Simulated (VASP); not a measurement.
The system is Sb.

```
Sb
1.0
    -1.87134    1.87134    1.87134
     1.87134   -1.87134    1.87134
     1.87134    1.87134   -1.87134
Sb
1
Direct
  0.00000 0.00000 0.00000
```

This isn't the form of Sb at room conditions, which is rhombohedral.

Program: VASP 6.6.1. Alike in all runs: potentials or basis VASP PAW PBE potentials, release 64 (Sb); no spin polarisation; cell as given; cutoff (eV) 520. Hardware: 1 thread of AMD EPYC 7571, on a shared host.

**Question.** Order these runs on this cell by their wall time, lowest first.
A. task band structure; level TPSS; k mesh 10 × 10 × 10; smearing fermi-dirac 0.05 eV; mesh quality not flagged
B. task single point; level HSE06+TS-HI; k mesh 5 × 5 × 5; smearing methfessel-paxton 0.1 eV; grid for exact exchange (PRECFOCK) Normal; screening parameter 0.2 1/A; other keys ISMEAR = 1; SIGMA = 0.1; mesh quality coarse
C. task band structure; level TB-mBJ; k mesh 10 × 10 × 10; smearing fermi-dirac 0.05 eV; mesh quality not flagged
D. task band structure; level revPBE; k mesh 10 × 10 × 10; smearing fermi-dirac 0.05 eV; mesh quality not flagged

**Answer.** D (23 s), C (51 s), A (110 s), B (290 s).

Caveats: some runs use coarse meshes.

Runs at the PBE level aren't shown here.
